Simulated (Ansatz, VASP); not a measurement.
This is a calculation of Nb for VASP 6.6.1.

The input INCAR:

```
SYSTEM = Nb
  ALGO = Normal
  EDIFF = 1E-6
  EDIFFG = -0.01
  ENCUT = 600
  GGA = RP
  IBRION = 2
  ISIF = 3
  ISMEAR = -1
  IVDW = 12
  LASPH = .True.
  LCHARG = .False.
  LREAL = .False.
  LWAVE = .False.
  NELM = 100
  NSW = 60
  PREC = Accurate
  SIGMA = 0.05
```

File KPOINTS:

```
k-points
0
Gamma
  11 11 11
  0 0 0
```

The input POSCAR:

```
Nb
1.0
    0.0000000000      2.1150000000      2.1150000000
    2.1150000000      0.0000000000      2.1150000000
    2.1150000000      2.1150000000      0.0000000000
Nb
1
Direct
    0.0000000000      0.0000000000      0.0000000000
```

Potentials or basis: VASP PAW PBE potentials, release 64 (Nb_sv).

Launch:

```console
$ cat potpaw_PBE.64/Nb_sv/POTCAR > POTCAR
$ mpirun -np 1 vasp_std > vasp.out
```

Question: Translate it to Ansatz 0.2.0. Potentials there: Ansatz PAW.

Answer: As run (the cutoff follows the program's own potentials):

Contents of input.yaml:

```yaml
crystal:
  lattice:
    - [0.0, 2.115, 2.115]
    - [2.115, 0.0, 2.115]
    - [2.115, 2.115, 0.0]
  atoms:
    - { symbol: Nb, position: [0.0, 0.0, 0.0] }
hamiltonian:
  xc: rpbe
  pseudopotentials: { kind: paw }
  dispersion: d3bj
kpoints:
  mp_grid: { grid: [11, 11, 11] }
scf:
  occupations: { method: fermi_dirac, width: 0.05 }
output:
  forces: true
  stress: true
  eigenvalues: true
relax:
  f_tol: 0.01
  max_steps: 40
  cell: { stress_tol: 0.05 }
```

Potentials or basis: Ansatz PAW.

The run is started by

```sh
$ ansatz run input.yaml --threads 2 --pin off --max-ram 5632MiB --backend cpu --events-out ev --progress --plain --runs-dir out
```

Both were run:

|  | VASP | Ansatz | Ansatz less VASP |
| --- | --- | --- | --- |
| gap on the k mesh at the Fermi level, each at its own relaxed structure (eV) | none | none | - |
| relaxed volume (Å³/atom) | 14.88 | 14.91 | +0.031 |
| relaxed cell length with the largest relative difference (Å) | 2.761 | 2.763 | +0.0019 |
| energy change over the relaxation (meV/atom) | -632 | -621 | +10.5 |

A gap of «none» marks a metal or a gap that the smearing closes.

Caveats: the volume moved by over 15 % at a fixed basis, so the end points are rough; the volume moved by -21 % from the deposited cell, more than functionals usually miss; pairwise dispersion overbinds metals, which lowers pressure and volume; the PAW data sets were made with another functional, which shifts forces and pressure a little (VASP); the plane-wave basis is chosen anew once the cell has moved, so the energies of steps on either side of that aren't comparable (Ansatz); the PAW data sets come from PBE, with cores solved anew for the run's functional, which leaves a small shift of forces and pressure (Ansatz).
